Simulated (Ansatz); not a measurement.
CdS (Hawleyite):

```
CELL_PARAMETERS angstrom
0.00000 2.91650 2.91650
2.91650 0.00000 2.91650
2.91650 2.91650 0.00000
ATOMIC_POSITIONS crystal
Cd 0.00000 0.00000 0.00000
S 0.75000 0.75000 0.75000
```

Program: Ansatz 0.2.0. Alike in all runs: potentials or basis Ansatz PAW; no spin polarisation; cell as given.

Q: Order these runs on this cell by their band gap on the k mesh, lowest first.
A. level RPBE; k mesh 8 × 8 × 8; cutoff (eV) 420; smearing fermi-dirac 0.05 eV; points for each segment of the path 14; mesh quality not flagged
B. level LDA; k mesh 8 × 8 × 8; cutoff (eV) 420; smearing fixed; mesh quality not flagged
C. level HSE06; k mesh 4 × 4 × 4; cutoff (eV) 420; smearing fermi-dirac 0.05 eV; points for each segment of the path 4; mesh quality coarse
D. level r2SCAN; k mesh 8 × 8 × 8; cutoff (eV) 500; smearing fermi-dirac 0.05 eV; points for each segment of the path 14; mesh quality not flagged
E. level PBE; k mesh 8 × 8 × 8; cutoff (eV) 420; smearing gaussian 0.029 eV; mesh quality not flagged

A: B (0.86 eV), E (1.15 eV), A (1.33 eV), D (1.60 eV), C (2.18 eV).

Caveats: some runs use coarse meshes.
